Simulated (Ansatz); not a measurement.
Run this with Ansatz 0.2.0, Python API and show what comes out.

The script reads `POSCAR_mgo`:
```text
MgO
1.0
   2.93802090    0.00000000    0.00000000
  -1.46901045    2.54440074    0.00000000
   0.00000000    0.00000000    2.67968000
Mg O
1 1
Direct
   0.00000000    0.00000000    0.00000000
   0.33333333    0.66666667    0.50000000
```

`phonons_mgo.py`
```python
'''Harmonic phonons of MgO.'''

from dataclasses import dataclass
from pathlib import Path

import ansatz as az
from ase.io import read
import numpy as np


@dataclass
class RunConfig:
    functional: str = 'pbesol'
    occupations: str = 'fixed'
    kmesh: tuple[int, ...] = (6, 6, 6)


opts = RunConfig()

atoms = read('POSCAR_mgo', format='vasp')
structure = az.Crystal.from_ase(atoms)

# the k mesh has to be a multiple of the supercell
model = (
    structure.calculation()
    .functional(opts.functional)
    .occupations(opts.occupations)
    .kpoints(*opts.kmesh)
    .phonons('fd', supercell=2, amplitude=0.01, temperatures=(0, 500, 50))
)
outcome = model.run(threads=1, pin='off', runs_dir='phonon_runs')
folder = Path(outcome.output_folder) / 'results'
ph = outcome.phonons

print('modes at Gamma (1/cm):', np.round(ph.gamma_omega_inv_cm, 1) + 0.0)
print(f'{ph.n_members} displaced supercells, sum-rule residual {ph.asr_residual_pre_ev_ang2:.1e} eV/A^2')
sums = ph.harmonic_sums
print(f'zero-point energy {1000 * sums.zero_point_energy_ev:.2f} meV per cell')
t, f_vib = np.asarray(sums.temperatures_k), np.asarray(sums.vibrational_free_energy_ev)
for temperature, value in zip(t, f_vib):
    print(f'T = {temperature:6.0f} K   F_vib = {1000 * value:9.2f} meV per cell')
```

Running `python phonons_mgo.py` prints:
```text
DeckWarning: basis.ecutwfc = 420 eV, auto-derived from the records' recommended cutoffs: set by Mg (normal level)
RunWarning: on the 24×24×24 q-mesh 30 entries of the irreducible table, 1.345e-2 modes per cell, the lowest at -24.73 cm⁻¹, stand at or below zero and are read as no rigid motion or as one in doubt: [...]
modes at Gamma (1/cm): [  0.    0.    0.  304.9 304.9 306.8]
2 displaced supercells, sum-rule residual 2.7e-04 eV/A^2
zero-point energy 121.64 meV per cell
T =      0 K   F_vib =    121.64 meV per cell
T =     50 K   F_vib =    121.46 meV per cell
T =    100 K   F_vib =    119.75 meV per cell
T =    150 K   F_vib =    114.73 meV per cell
T =    200 K   F_vib =    105.62 meV per cell
T =    250 K   F_vib =     92.41 meV per cell
T =    300 K   F_vib =     75.38 meV per cell
T =    350 K   F_vib =     54.88 meV per cell
T =    400 K   F_vib =     31.24 meV per cell
T =    450 K   F_vib =      4.75 meV per cell
T =    500 K   F_vib =    -24.34 meV per cell
```
(Warnings from the package without file and line, shortened.)

Caveats:
- The cell isn't relaxed first, so the values belong to this volume.
- Energy and stress may still move on a finer k-point mesh.
- No non-analytic term is added, so at the zone centre the longitudinal optical modes of a polar crystal aren't split off.
- Some modes are imaginary (printed negative) at these settings, from an unstable structure or from unconverged force constants, so sums over modes carry no meaning.
- The structure comes from a database of computed cells and needn't be a stable or known phase.
- The structure is taken as given and the supercell is small; imaginary modes can come from an unrelaxed or unstable start.
- Finished in 36 s on 1 thread of Arm Neoverse V1 (shared host), peak memory 0.57 GiB.

(A comment or docstring line of the script was reworded after the run, the code is as it ran; lines on the test bed's own set-up are left out of the output.)
